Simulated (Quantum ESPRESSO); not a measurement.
The system is AlN.

```xyz
2
Lattice="0.0000 2.1840 2.1840 2.1840 0.0000 2.1840 2.1840 2.1840 0.0000" Properties=species:S:1:pos:R:3 pbc="T T T"
Al    0.0000    0.0000    0.0000
N     1.0920    1.0920    1.0920
```

Measurements of this composition are mostly on another form, of space group No. 186.

- Program: Quantum ESPRESSO 7.5
- Task: phonons
- Functional: PBE
- Potentials or basis: SG15 PBE 1.2
- Cutoff: 1020 eV
- Density cutoff: 4082 eV
- k mesh: 6 × 6 × 6, shifted
- Occupations: fermi-dirac, width 0.05 eV
- Spin: no spin polarisation
- Mixing beta: 0.5
- Most SCF iterations: 120
- SCF threshold: 4e-10 Ry

The first run showed a gap, so the response started from a second, tighter run with fixed occupations.

Problem. Which optical modes does the crystal have at the zone centre, and which show in infrared and Raman spectra?

Solution. The optical modes are T2. Infrared active: T2. Raman active: T2.

Optical modes at Γ, degenerate ones joined, polar ones without the macroscopic field:
```csv
cm⁻¹,components,symmetry,active in,"IR intensity, summed ((D/Å)²/amu)"
644,3,T2,IR and Raman,49.06
```

Zone-centre frequencies without and with the macroscopic field along z (cm⁻¹):
|  | optical modes in rising order |
| --- | --- |
| without | 644 644 644 |
| with the field | 644 644 876 |

Born effective charge tensors (e):
atom 1, Al
```
2.56 0.00 0.00
0.00 2.56 0.00
0.00 0.00 2.56
```
atom 2, N
```
-2.56  0.00  0.00
 0.00 -2.56  0.00
 0.00  0.00 -2.56
```

Caveat: before the sum rule the acoustic modes lie tens of cm⁻¹ from zero, a sign that the density grid also shifts the optical modes.
